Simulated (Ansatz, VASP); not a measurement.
# TePb: VASP beside Ansatz

```xyz
2
Lattice="4.5754 0.0000 0.0000 -2.2877 3.9624 0.0000 0.0000 0.0000 4.2515" Properties=species:S:1:pos:R:3 pbc="T T T"
Pb    0.0000    0.0000    0.0000
Te    2.2877    1.3208    2.1258
```

Alike in both runs: task relaxation of shape and atoms at fixed volume; functional PBE; k mesh 10 × 10 × 8; occupations gaussian, width 0.05 eV; no spin polarisation.

|  | VASP | Ansatz |
| --- | --- | --- |
| version | VASP 6.6.1 | Ansatz 0.2.0 |
| potentials or method | VASP PAW PBE potentials, release 64 (Pb_d, Te) | scalar-relativistic, plane waves, PAW |
| plane-wave cutoff (eV) | 600 | 420 |
| valence electrons in the cell | 20 | 30 |

Ansatz gave:

| Quantity | Value |
| --- | --- |
| gap on the k mesh at the Fermi level, each at its own relaxed structure (eV) | none |
| relaxed volume (Å³/atom) | 38.54 |
| relaxed cell length with the largest relative difference (Å) | 4.233 |

Question: Which values does VASP return?

Answer: gap on the k mesh at the Fermi level, each at its own relaxed structure (eV): none; relaxed volume (Å³/atom): 38.54; relaxed cell length with the largest relative difference (Å): 4.230.

A gap of «none» marks a metal or a gap that the smearing closes. The two sets of potentials don't hold the same shells in valence.

Spin-orbit coupling is left out, which matters for the levels of Pb, Te.
